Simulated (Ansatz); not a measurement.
The calculation used DFT PBE, scalar-relativistic, plane waves, PAW in Ansatz. Settings: cutoff 420 eV, Γ-centred meshes spaced at most about 0.3 Å⁻¹ (2π included), Gaussian smearing. No spin polarisation.

Temperature and zero-point effects are left out.

Two forms of Al₃Ga₂As₅ were relaxed alike.

A.

```yaml
crystal:
  lattice:
    - [-2.02762, 2.02762, 14.33887]
    - [2.02762, -2.02762, 14.33887]
    - [2.02762, 2.02762, -14.33887]
  atoms:
    - { symbol: Al, position: [0.00000, 0.00000, 0.00000] }
    - { symbol: Al, position: [0.59981, 0.59981, 0.00000] }
    - { symbol: Al, position: [0.40019, 0.40019, 0.00000] }
    - { symbol: Ga, position: [0.19987, 0.19987, 0.00000] }
    - { symbol: Ga, position: [0.80013, 0.80013, 0.00000] }
    - { symbol: As, position: [0.64953, 0.14953, 0.50000] }
    - { symbol: As, position: [0.25000, 0.75000, 0.50000] }
    - { symbol: As, position: [0.85047, 0.35047, 0.50000] }
    - { symbol: As, position: [0.45009, 0.95009, 0.50000] }
    - { symbol: As, position: [0.04991, 0.54991, 0.50000] }
```

B.

```yaml
crystal:
  lattice:
    - [-2.02812, 2.02812, 14.33479]
    - [2.02812, -2.02812, 14.33479]
    - [2.02812, 2.02812, -14.33479]
  atoms:
    - { symbol: Al, position: [0.50000, 0.50000, 0.00000] }
    - { symbol: Al, position: [0.70009, 0.70009, 0.00000] }
    - { symbol: Al, position: [0.29991, 0.29991, 0.00000] }
    - { symbol: Ga, position: [0.89995, 0.89995, 0.00000] }
    - { symbol: Ga, position: [0.10005, 0.10005, 0.00000] }
    - { symbol: As, position: [0.54971, 0.04971, 0.50000] }
    - { symbol: As, position: [0.15038, 0.65038, 0.50000] }
    - { symbol: As, position: [0.75000, 0.25000, 0.50000] }
    - { symbol: As, position: [0.34962, 0.84962, 0.50000] }
    - { symbol: As, position: [0.95029, 0.45029, 0.50000] }
```

Question: Which placement of the atoms is lower in energy, and by how much?

Answer: They are level within the accuracy (1 meV/atom apart, with A the lower in these runs). The two share one framework of sites and differ in which element sits where. A has Al and Ga ordered on zinc blende sites, space group I-4m2 (No. 119), 23.6 Å³/atom and a gap of 1.04 eV on its mesh; B has Al and Ga ordered on zinc blende sites, space group I-4m2 (No. 119), 23.6 Å³/atom and a gap of 1.00 eV. Counting As atoms around Al and Ga (those within 1.25 times the shortest such distance or 1.15 times the sum of covalent radii, 1.27 where that leaves under three), A and B both have Al 4, Ga 4. Both come from invented guesses. Shaken at random and relaxed again, A came back.

Kohn–Sham gaps at this level usually fall short of measured ones. Cells without such a test can be saddle points.
